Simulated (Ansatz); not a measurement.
**Sm (fcc)**

Computed with Ansatz (plane waves, PAW, 500 eV cutoff): r²SCAN, scalar-relativistic, collinear spin, Γ-centred 14×14×14 mesh, 0.05 eV Gaussian smearing. The datasets are Ansatz's generated set soft_2.

```
Sm
1.0
     0.00000    2.72685    2.72685
     2.72685    0.00000    2.72685
     2.72685    2.72685    0.00000
Sm
1
Direct
  0.00000 0.00000 0.00000
```

At room temperature and ambient pressure Sm takes another structure.

Magnetic state: ferromagnetic, site spin moments Sm 6.67 μB.

Cell and atoms are those of this level's equilibrium.

Path: Γ–X–U | K–Γ–L–W–X, with Γ = (0.000, 0.000, 0.000), X = (0.500, 0.000, 0.500), U = (0.625, 0.250, 0.625), K = (0.375, 0.375, 0.750), L = (0.500, 0.500, 0.500), W = (0.500, 0.250, 0.750) in reciprocal vectors of the calculation's cell.

Is it a metal or an insulator, and if it has a gap, where are the band edges on this path?

A metal: bands cross the Fermi level.

Levels between -6 and 6 eV from the Fermi level at the path's named points:
| point | spin | below E_F (eV) | above E_F (eV) |
| --- | --- | --- | --- |
| Γ | up | -5.25 -0.93 -0.93 -0.93 -0.24 -0.24 -0.24 | 0.42 1.63 1.63 1.63 3.83 3.83 |
| Γ | down | -2.22 | 3.40 3.40 3.40 3.73 4.84 4.84 4.84 5.38 5.38 5.38 5.59 5.59 |
| X | up | -2.19 -1.29 -1.09 -1.09 -1.09 -0.31 -0.10 -0.10 | 0.84 1.71 5.41 5.84 5.84 |
| X | down |  | 0.06 0.99 4.19 4.27 4.91 4.91 5.04 5.16 5.16 5.52 |
| U and K | up | -1.51 -1.10 -1.09 -1.07 -0.94 -0.35 -0.08 -0.04 | 0.72 0.94 3.53 5.11 5.36 |
| U and K | down |  | 0.77 1.53 3.15 4.28 4.64 4.67 4.95 5.15 5.18 5.22 5.94 |
| L | up | -2.46 -1.10 -1.10 -0.92 -0.39 -0.09 -0.09 -0.03 | 0.88 1.43 1.43 5.38 5.38 |
| L | down |  | 0.09 2.84 3.26 3.26 4.08 4.89 4.96 4.96 5.21 5.21 5.39 |
| W | up | -1.25 -1.16 -1.09 -1.09 -0.50 -0.50 -0.04 | 0.23 0.23 0.84 2.47 5.85 |
| W | down |  | 1.04 2.27 2.27 3.76 4.26 4.99 4.99 5.18 5.18 5.18 5.74 |

These numbers lack spin–orbit coupling. The run wasn't fully tested for a lower electronic state. Site moments are of spin, integrated over atomic spheres. Real Sm metal is trivalent (4f⁵); functionals without U can leave it nearly divalent and too large. No antiparallel order was tried.
